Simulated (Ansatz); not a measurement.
# AlCu$_{3}$: enthalpy under pressure, worked through

All numbers below come from Ansatz, DFT r2SCAN, scalar-relativistic, plane waves, PAW. Run with 500 eV cutoff, 8×8×8 k-mesh, Gaussian smearing of 0.10 eV, no spin polarisation.

The relaxed crystal:

```
Al Cu
1.0
     4.18817    0.00000    0.00000
     0.00000    5.12997    0.00000
     0.00000    0.00000    4.48507
Al Cu
2 6
Direct
  0.00000 0.00000 0.66446
  0.50000 0.50000 0.33554
  0.00000 0.50000 0.66717
  0.50000 0.00000 0.33283
  0.00000 0.25090 0.16382
  0.00000 0.74910 0.16382
  0.50000 0.24910 0.83618
  0.50000 0.75090 0.83618
```

Cell and atoms were relaxed at each target pressure within the start's symmetry (Pmmn), at zero temperature; other phases can be more stable under pressure. H = E + PV with P the target; E is the free energy at the smearing used, whose derivative the pressure is, per atom and counted from zero pressure.

```
P (GPa) V (Å³/atom) E − E0 (meV) H − H0 (meV)
      0       12.045           0.0           0.0
      3       11.819           2.1         223.4
      8       11.491          13.2         587.0
     15       11.102          40.9        1080.2
```

Problem. Thermodynamics gives dH/dP = V along a relaxed path. Integrate V over P by the trapezoid rule and compare with the computed enthalpies.

Solution. With 1 eV/Å³ = 160.22 GPa, each step adds the mean volume times ΔP / 160.22:
```csv
P (GPa),∫V dP (meV),H − H0 (meV),difference (meV)
3,223.4,223.4,0.0
8,587.1,587.0,0.1
15,1080.7,1080.2,0.5
```

V(P) curves upward, so the trapezoid rule runs high; integrating a smooth curve through the same points puts that excess at about 0.4 meV at 15 GPa, against the 0.5 meV found.

Problem. At 15 GPa, how much of the enthalpy change is stored energy and how much is the PV term?

Solution. E rises by 41 meV/atom and PV is 15 × 11.102 / 160.22 = 1039 meV/atom, so PV makes 96 % of ΔH. So between rival structures at high pressure a small difference in volume can outweigh the difference in energy: 1 % of this volume is worth 10.4 meV/atom at this pressure.

Problem. What bulk modulus do the lowest pressures give?

Solution. From the pressures that the runs reached, -3.00 GPa (12.300 Å³) and 3.02 GPa (11.819 Å³), B = −ΔP/Δln V = 6.02 / 0.0399 = 151 GPa, a mean over that range.